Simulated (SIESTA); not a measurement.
Crystal: Ta.

```
CELL_PARAMETERS angstrom
-1.65128 1.65128 1.65128
1.65128 -1.65128 1.65128
1.65128 1.65128 -1.65128
ATOMIC_POSITIONS crystal
Ta 0.00000 0.00000 0.00000
```

Base run:

| Property | Result |
| --- | --- |
| Program | SIESTA 5.4.2 |
| Functional | PBEsol |
| Potentials or basis | PseudoDojo 0.4 standard (PBEsol files) |
| Basis | DZP (energy shift 0.003 Ry; two zetas on semicore shells) |
| Grid cutoff | 800 Ry |
| Energy shift | 0.003 Ry |
| k mesh | 11 × 11 × 11 |
| Occupations | fermi-dirac, width 0.05 eV |
| Spin | no spin polarisation |

Its results: band gap on the k mesh none (metal or under the smearing width); pressure -3.9 GPa.

The run is repeated on the same cell with these changes: functional from PBEsol to LDA; potentials or basis from PseudoDojo 0.4 standard (PBEsol files) to PseudoDojo 0.4 standard (LDA files). What comes out?

Band gap on the k mesh none (metal or under the smearing width); pressure -10.0 GPa.

Caveats: short orbitals over semicore shells can move pressures by several GPa; the basis of atomic orbitals isn't converged, which shifts pressures, moduli and gaps.

Not every run made on this cell is shown here.
